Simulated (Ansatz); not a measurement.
# B16P16H: the cost of one run

Method: DFT PBE, scalar-relativistic, plane waves, PAW, in Ansatz 0.2.0.

1 further run of the same task is left out (set aside as unsound or not needed).

## (1) The system as given

The structure is cubic, space group F-43m (No. 216). The conventional cell has a = 4.548 Å, b = 4.548 Å, c = 4.548 Å, α = 90.00°, β = 90.00°, γ = 90.00°. Around B (site symmetry -43m) lie 4 P at 1.97 Å. P (site symmetry -43m) is surrounded by 4 B at 1.97 Å.

Structure file:

```xyz
2
Lattice="0.0000 2.2741 2.2741 2.2741 0.0000 2.2741 2.2741 2.2741 0.0000" Properties=species:S:1:pos:R:3 pbc="T T T"
B     0.0000    0.0000    0.0000
P     1.1370    1.1370    1.1370
```

It goes back to an entry of the Materials Project.

This cell was relaxed beforehand with the same method: volume 11.76 Å³/atom, gap on the mesh 1.25 eV.

## (2) Relaxing the first end

The supercell's rows are -1 -1 3; -1 -1 -1; 3 -1 -1 in vectors of the relaxed cell. Atom 33 is the H that will move.

Contents of input.yaml:

```yaml
crystal:
  lattice:
    - [4.5481927936, 4.5481927936, -4.5481927936]
    - [-4.5481927936, -4.5481927936, -4.5481927936]
    - [-4.5481927936, 4.5481927936, 4.5481927936]
  atoms:
    - { symbol: B, position: [0.25, 0.5, 0.25] }
    - { symbol: B, position: [0.5, 0.25, 0.25] }
    - { symbol: B, position: [0.75, 0.0, 0.25] }
    - { symbol: B, position: [0.75, 0.5, 0.75] }
    - { symbol: B, position: [0.0, 0.5, 0.5] }
    - { symbol: B, position: [0.25, 0.25, 0.5] }
    - { symbol: B, position: [0.5, 0.0, 0.5] }
    - { symbol: B, position: [0.75, 0.75, 0.5] }
    - { symbol: B, position: [0.0, 0.75, 0.25] }
    - { symbol: B, position: [0.5, 0.5, 0.0] }
    - { symbol: B, position: [0.75, 0.25, 0.0] }
    - { symbol: B, position: [0.0, 0.25, 0.75] }
    - { symbol: B, position: [0.25, 1.0, 0.75] }
    - { symbol: B, position: [0.5, 0.75, 0.75] }
    - { symbol: B, position: [0.0, 0.0, 0.0] }
    - { symbol: B, position: [0.25, 0.75, 0.0] }
    - { symbol: P, position: [0.25, 0.5, 0.0] }
    - { symbol: P, position: [0.5, 0.25, 0.0] }
    - { symbol: P, position: [0.75, 0.0, 0.0] }
    - { symbol: P, position: [0.75, 0.5, 0.5] }
    - { symbol: P, position: [0.0, 0.5, 0.25] }
    - { symbol: P, position: [0.25, 0.25, 0.25] }
    - { symbol: P, position: [0.5, 0.0, 0.25] }
    - { symbol: P, position: [0.75, 0.75, 0.25] }
    - { symbol: P, position: [0.0, 0.75, 0.0] }
    - { symbol: P, position: [0.5, 0.5, 0.75] }
    - { symbol: P, position: [0.75, 0.25, 0.75] }
    - { symbol: P, position: [0.0, 0.25, 0.5] }
    - { symbol: P, position: [0.25, 0.0, 0.5] }
    - { symbol: P, position: [0.5, 0.75, 0.5] }
    - { symbol: P, position: [0.0, 0.0, 0.75] }
    - { symbol: P, position: [0.25, 0.75, 0.75] }
    - { symbol: H, position: [-0.0091003274, 0.2416149741, -0.0143933751] }
total_charge: 1
basis:
  ecutwfc: 420
  xc_grid: 2
kpoints:
  mp_grid: { grid: [2, 2, 2], shift: [0.5, 0.5, 0.5] }
hamiltonian:
  xc: pbe
scf:
  occupations: { method: gaussian, width: 0.02 }
output:
  forces: true
  stress: false
  eigenvalues: true
  write_density: true
  write_potential: true
  elf: true
  volumetric_format: npy
relax:
  adjacent_minimum: "off"
  f_tol: 0.02
  max_steps: 60
```

The run is started by

```bash
$ ansatz run input.yaml --threads 4 --pin off --max-ram 8192MiB --backend cpu --events-out ev --progress --plain --runs-dir out
```

What time and memory should one allow on 4 threads of Arm Neoverse V1, shared host?

About 94 s, with a peak of 0.96 GiB.
